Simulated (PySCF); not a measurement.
Question: Write a Z-matrix for InChI=1S/BF3H3P/c1-5(2,3)4/h1H3 as optimised with PBE0-D3(BJ)/def2-SVP.

Answer: 
Z-matrix in Å and degrees, rows numbered from 1:
```
B 
P   1  1.8347
F   2  1.5707  1  118.18
F   2  1.5702  1  117.76  3  -119.99
F   2  1.5702  1  117.99  3   120.00
H   1  1.2161  2  102.95  3   -60.20
H   1  1.2173  2  102.39  3   179.81
H   1  1.2171  2  102.58  3    60.21
```

B1 (four-coordinate boron) is distorted tetrahedral (angles from 102.4° to 115.6°). All 3 F–P bonds measure 1.570 to 1.571 Å. P2 (phosphorus bonded to B and 3 F) is distorted tetrahedral (angles from 99.6° to 118.2°).

Computed, not measured: PBE0-D3(BJ)/def2-SVP geometry optimisation, gas phase in PySCF.

Point group: C3v (every atom within 0.08 Å of its image). PBE0-D3(BJ)/def2-SVP frequencies: not computed here.


Question: Write Cartesian coordinates for `FC(F)F` (trifluoromethane) as optimised with GFN2-xTB.

Answer: 
```
atom  x, y, z in Å
F1    -0.902   -0.816   -0.481
C2     0.005   -0.008    0.054
F3     1.178   -0.257   -0.516
F4    -0.337    1.246   -0.220
H5     0.065   -0.163    1.146
```

Any rigid rotation of these coordinates is as good. Atoms count from 1 in this order. All 3 C–F bonds measure 1.328 Å.

Bonds between heavy atoms (Å): F1–C2 1.328, C2–F3 1.328, C2–F4 1.328.

Structure optimised with GFN2-xTB, isolated species.

Point group: C3v (every atom within 0.08 Å of its image). No GFN2-xTB frequencies stand behind this structure, so it isn't proved a minimum.

These are computed values.
